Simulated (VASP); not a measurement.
# AlN (P6_3mc) in VASP: notebook

Runs on AlN. Level: PBE. Tasks: relaxation of cell and atoms.

All numbers are computed with VASP 6.6.1; they aren't measurements. Logs are shortened: lines on timing, memory, paths and dates and some standing lists are left out, and cuts for length are marked.

## 1. Starting point

It takes space group P6_3mc (No. 186, hexagonal). Conventional cell: a = 3.113 Å, b = 3.113 Å, c = 4.981 Å, α = 90.00°, β = 90.00°, γ = 120.00°. Al (site symmetry 3m) has 4 N at 1.89 Å as nearest neighbours. N (site symmetry 3m) has 4 Al at 1.89 Å as nearest neighbours.

## 2. Relaxation of cell and atoms, PBE

INCAR reads:

```
SYSTEM = AlN
PREC = Accurate
ENCUT = 520
EDIFF = 1E-7
ISMEAR = 0
SIGMA = 0.02
LREAL = .False.
LASPH = .True.
NELM = 60
ALGO = Normal
ISIF = 3
LWAVE = .False.
LCHARG = .False.
GGA = PE
IBRION = 2
NSW = 80
EDIFFG = -0.002
KPAR = 4
```

KPOINTS reads:

```
Automatic mesh
0
Gamma
  12 12 6
  0 0 0
```

POSCAR reads:

```
AlN
1.0
    3.1130000000      0.0000000000      0.0000000000
   -1.5565000000      2.6959370800      0.0000000000
    0.0000000000      0.0000000000      4.9810000000
Al N
2 2
Direct
    0.3333333300      0.6666666700      0.0000000000
    0.6666666700      0.3333333300      0.5000000000
    0.3333333300      0.6666666700      0.3800000000
    0.6666666700      0.3333333300      0.8800000000
```

Potentials or basis: VASP PAW PBE potentials, release 64 (Al, N).

Command:

```console
> cat potpaw_PBE.64/Al/POTCAR potpaw_PBE.64/N/POTCAR > POTCAR
> mpirun -np 4 vasp_std > vasp.out
```

OUTCAR:

```text
SYSTEM = AlN
   PREC = Accurate
   ENCUT = 520
   EDIFF = 1E-7
   ISMEAR = 0
   LREAL = .False.
   LASPH = .True.
   NELM = 60
   ISIF = 3
   GGA = PE
   IBRION = 2
   NSW = 80
   EDIFFG = -0.002

 ion  position               nearest neighbor table
   1  0.333  0.667  0.000-   3 1.89   4 1.89   4 1.89   4 1.89   2 3.07   2 3.07   2 3.07   2 3.07
                             2 3.07   2 3.07
   2  0.667  0.333  0.500-   4 1.89   3 1.89   3 1.89   3 1.89   1 3.07   1 3.07   1 3.07   1 3.07
                             1 3.07   1 3.07
   3  0.333  0.667  0.380-   1 1.89   2 1.89   2 1.89   2 1.89
   4  0.667  0.333  0.880-   2 1.89   1 1.89   1 1.89   1 1.89

  LATTYP: Found a hexagonal cell.
 ALAT       =     3.1130000000
 C/A-ratio  =     1.6000642467

  Lattice vectors:

 A1 = (   3.1130000000,   0.0000000000,   0.0000000000)
 A2 = (  -1.5565000000,   2.6959370800,   0.0000000000)
 A3 = (   0.0000000000,   0.0000000000,   4.9810000000)

Analysis of symmetry for initial positions (statically):
=====================================================================
 Subroutine PRICEL returns:
 Original cell was already a primitive cell.

 Routine SETGRP: Setting up the symmetry group for a
 hexagonal supercell.

 Subroutine GETGRP returns: Found 12 space group operations
 (whereof  6 operations were pure point group operations)
 out of a pool of 24 trial point group operations.

The static configuration has the point symmetry C_3v.
 The point group associated with its full space group is C_6v.

Analysis of symmetry for dynamics (positions and initial velocities):
=====================================================================
 Subroutine PRICEL returns:
 Original cell was already a primitive cell.

 Routine SETGRP: Setting up the symmetry group for a
 hexagonal supercell.

 Subroutine GETGRP returns: Found 12 space group operations
 (whereof  6 operations were pure point group operations)
 out of a pool of 24 trial point group operations.

The dynamic configuration has the point symmetry C_3v.
 The point group associated with its full space group is C_6v.

 Subroutine INISYM returns: Found 12 space group operations
 (whereof  6 operations are pure point group operations),
 and found     1 'primitive' translations

----------------------------------------------------------------------------------------

                                     Primitive cell

[... 111 lines left out ...]
   IALGO  =     38    algorithm
   IMIX   =      4    mixing-type and parameters
     AMIX     =   0.40;   BMIX     =  1.00
     AMIX_MAG =   1.60;   BMIX_MAG =  1.00
  volume/ion in A,a.u.               =      10.45        70.52
  Fermi-wavevector in a.u.,A,eV,Ry     =   1.188629  2.246183 19.222843  1.412839
  Thomas-Fermi vector in A             =   2.324754
   LORBIT       =      0    0 simple, 1 ext, 2 COOP (PROOUT), +10 PAW based schemes
   GGA     = PE    functional components
   LHFCALC =     F    Hartree Fock is set to
   AEXX    =    0.0000 exact exchange contribution
   IVDW    =     0    specifies the selected vdW correction
   LEPSILON=     F    determine dielectric tensor
   LRPA    =     F    only Hartree local field effects (RPA)
 conjugate gradient relaxation of ions
 non-spin polarized calculation
 Gauss-broadening in eV      SIGMA  =   0.02
  energy-cutoff  :      520.00
  volume of cell :       41.80
 maximum number of plane-waves:      1152
 NGX is ok and might be reduce to    24
   NGX = 11   NGY = 11   NGZ = 19

--------------------------------------- Ionic step        1  -------------------------------------------

 number of electron      15.9999997 magnetization

 Free energy of the ion-electron system (eV)
  ---------------------------------------------------
  ext. energy  EPLUGINS =         0.00000000
  ---------------------------------------------------
  free energy    TOTEN  =       -29.77128297 eV

  energy without entropy =      -29.77128297  energy(sigma->0) =      -29.77128297

------------------------ aborting loop because EDIFF is reached ----------------------------------------

  FORCE on cell =-STRESS in cart. coord.  units (eV):
  Direction    XX          YY          ZZ          XY          YZ          ZX
  --------------------------------------------------------------------------------------
  -------------------------------------------------------------------------------------
  Total        0.7574747      0.7574747      1.1902415      0.0000000     -0.0000000     -0.0000000
  in kB       29.0317544     29.0317544     45.6184227      0.0000000     -0.0000000     -0.0000000
  external PRESSURE =      34.5606438 kB  Pullay stress =       0.0000000 kB
[... 253 lines left out ...]
--------------------------------------- Ionic step        8  -------------------------------------------

 number of electron      15.9999998 magnetization

 Free energy of the ion-electron system (eV)
  ---------------------------------------------------
  ext. energy  EPLUGINS =         0.00000000
  ---------------------------------------------------
  free energy    TOTEN  =       -29.78011840 eV

  energy without entropy =      -29.78011840  energy(sigma->0) =      -29.78011840

 E-fermi :   6.0773     XC(G=0): -10.8329

 val. band max:        5.9757054824   @ k =   0.0000   0.0000   0.0000
 cond. band min:      10.0320487729   @ k =   0.0000   0.0000   0.0000
 fundamental gap:      4.0563432905
 Fermi energy:         6.0772553982

 k-point     1 :       0.0000    0.0000    0.0000
  band No.  band energies     occupation
      1      -9.0982      2.00000
      2      -7.0122      2.00000
      3       0.0647      2.00000
      4       5.1326      2.00000
      5       5.1326      2.00000
      6       5.7749      2.00000
      7       5.7749      2.00000
      8       5.9757      2.00000
      9      10.0320      0.00000
     10      12.4991      0.00000
     11      16.4428      0.00000
     12      17.0157      0.00000
[... 331 lines left out ...]
 k-point    24 :       0.3333    0.0000    0.1667
  band No.  band energies     occupation
      1      -7.8042      2.00000
      2      -6.6105      2.00000
      3       1.1323      2.00000
      4       2.0799      2.00000
      5       2.6817      2.00000
      6       4.2367      2.00000
      7       5.1966      2.00000
      8       5.3312      2.00000
      9      11.7609      0.00000
     10      12.5780      0.00000
     11      14.3310      0.00000
     12      16.0181      0.00000

 [... further k-points ...]
[... 5 lines left out ...]
  --------------------------------------------------------------------------------------
  -------------------------------------------------------------------------------------
  Total       -0.0000173     -0.0000173     -0.0038534      0.0000000      0.0000000     -0.0000000
  in kB       -0.0006514     -0.0006514     -0.1451899      0.0000000      0.0000000     -0.0000000
  external PRESSURE =      -0.0488309 kB  Pullay stress =       0.0000000 kB
[... 19 lines left out ...]
  FREE ENERGIE OF THE ION-ELECTRON SYSTEM (eV)
  ---------------------------------------------------
  free  energy   TOTEN  =       -29.7801184032 eV

  energy  without entropy=      -29.7801184032  energy(sigma->0) =      -29.78011840

 reached required accuracy - stopping structural energy minimisation
```

OSZICAR:

```text
N       E                     dE             d eps       ncg     rms          rms(c)
DAV:   1     0.527963729634E+02    0.52796E+02   -0.76217E+03  1824   0.120E+03
DAV:   2    -0.304043667362E+02   -0.83201E+02   -0.76884E+02  2600   0.224E+02
DAV:   3    -0.344841575852E+02   -0.40798E+01   -0.40642E+01  2360   0.544E+01
DAV:   4    -0.345176906400E+02   -0.33533E-01   -0.33525E-01  2108   0.573E+00
[... 52 lines left out ...]
DAV:   4    -0.297801173791E+02    0.64867E-07   -0.45937E-07  1828   0.605E-03
   7 F= -.29780117E+02 E0= -.29780117E+02  d E =-.368300E-05
       N       E                     dE             d eps       ncg     rms          rms(c)
DAV:   1    -0.297801188245E+02   -0.13805E-05   -0.12483E-04  1828   0.104E-01    0.517E-03
DAV:   2    -0.297801184836E+02    0.34084E-06   -0.31463E-06  2184   0.155E-02    0.230E-03
DAV:   3    -0.297801184032E+02    0.80388E-07   -0.32192E-07  1800   0.501E-03
   8 F= -.29780118E+02 E0= -.29780118E+02  d E =-.470718E-05
```

CONTCAR:

```text
AlN
   1.00000000000000
     3.1285726999128207   -0.0000000000000000   -0.0000000000000000
    -1.5642863499564104    2.7094234337002598    0.0000000000000000
    -0.0000000000000000    0.0000000000000000    5.0164566730556563
  Al              N
     2     2
Direct
     0.3333333300000021    0.6666666699999979    0.9992574421912589
     0.6666666699999979    0.3333333300000021    0.4992574421912588
     0.3333333300000021    0.6666666699999979    0.3807425578087438
     0.6666666699999979    0.3333333300000021    0.8807425578087437

  0.00000000E+00  0.00000000E+00  0.00000000E+00
  0.00000000E+00  0.00000000E+00  0.00000000E+00
  0.00000000E+00  0.00000000E+00  0.00000000E+00
  0.00000000E+00  0.00000000E+00  0.00000000E+00
```

Wall time 38 s (4 MPI ranks of Intel Xeon Platinum 8259CL at 2.50GHz (Skylake/Cascade Lake), shared host); peak memory 0.17 GiB.

Results:

- Free energy: -29.7801 eV
- Relaxed volume: 10.63 Å³/atom
- Relaxed cell: a = 3.129 Å, b = 3.129 Å, c = 5.016 Å, α = 90.00°, β = 90.00°, γ = 120.00°
- Space group after relaxing (to 0.05 Å): P6_3mc (No. 186)
- Energy gained by relaxing: 2.2 meV/atom
- Ionic steps: 8
- Pressure after relaxing: 0.0 GPa
- Band gap on the k mesh: 4.06 eV, direct

The path:
| step | energy change (eV) | largest force (eV/Å) | pressure (GPa) | volume (Å³) |
| --- | --- | --- | --- | --- |
| 1 | 0.0000 | 0.1289 | 3.46 | 41.80 |
| 2 | -0.0019 | 0.0913 | -2.90 | 43.18 |
| 3 | -0.0088 | 0.0034 | 0.00 | 42.52 |
| 4 | -0.0088 | 0.0059 | 0.07 | 42.51 |
| 5 | -0.0088 | 0.0066 | 0.05 | 42.51 |
| 6 | -0.0088 | 0.0070 | 0.04 | 42.51 |
| 7 | -0.0088 | 0.0022 | -0.02 | 42.53 |
| 8 | -0.0088 | 0.0007 | 0.00 | 42.52 |

Final structure:
```
Al N
1.0
     3.12857    0.00000    0.00000
    -1.56429    2.70942    0.00000
     0.00000    0.00000    5.01646
Al N
2 2
Direct
  0.33333 0.66667 0.99926
  0.66667 0.33333 0.49926
  0.33333 0.66667 0.38074
  0.66667 0.33333 0.88074
```

A k mesh can miss the band edges. As with any semilocal functional, this PBE gap is likely too small.

## 3. Relaxation of cell and atoms, PBE

This run uses another cell than the first one, of 10.63 Å³/atom, 1.017 times its volume.

INCAR is that of step 2.

KPOINTS is that of step 2.

POSCAR reads:

```
AlN                                     
1.0
    3.1285726999     -0.0000000000     -0.0000000000
   -1.5642863500      2.7094234337      0.0000000000
   -0.0000000000      0.0000000000      5.0164566731
  Al              N             
     2     2
Direct
     0.3333333300000021    0.6666666699999979    0.9992574421912589
     0.6666666699999979    0.3333333300000021    0.4992574421912588
     0.3333333300000021    0.6666666699999979    0.3807425578087438
     0.6666666699999979    0.3333333300000021    0.8807425578087437
```

Potentials or basis: VASP PAW PBE potentials, release 64 (Al, N).

Command:

```console
> cat potpaw_PBE.64/Al/POTCAR potpaw_PBE.64/N/POTCAR > POTCAR
> mpirun -np 4 vasp_std > vasp.out
```

Wall time 10 s (4 MPI ranks of Intel Xeon Platinum 8259CL at 2.50GHz (Skylake/Cascade Lake), shared host); peak memory 0.16 GiB.

The run converged. Its results:

```yaml
Free_energy: -29.7805 eV
Pressure_after_relaxing: 0.0 GPa
Band_gap_on_the_k_mesh: 4.06 eV, direct
```

Final structure:
```
CELL_PARAMETERS angstrom
3.12857 0.00000 0.00000
-1.56429 2.70942 0.00000
0.00000 0.00000 5.01646
ATOMIC_POSITIONS crystal
Al 0.33333 0.66667 0.99926
Al 0.66667 0.33333 0.49926
N 0.33333 0.66667 0.38074
N 0.66667 0.33333 0.88074
```

Levels at points of the mesh, in eV from the valence-band top:
```
           k point  band 6  band 7  band 8  band 9  band 10  band 11
(0.00, 0.00, 0.00)   -0.20   -0.20    0.00    4.06     6.52    10.47
(0.50, 0.00, 0.00)   -2.05   -1.74   -0.68    5.76     5.77     8.04
(0.00, 0.00, 0.50)   -0.53   -0.53   -0.53    6.32     6.32    10.18
(0.50, 0.00, 0.50)   -1.44   -1.35   -1.35    5.25     5.25     9.15
```

Caveat: the relaxation stopped at its first step, so nothing moved. A k mesh can miss the band edges.
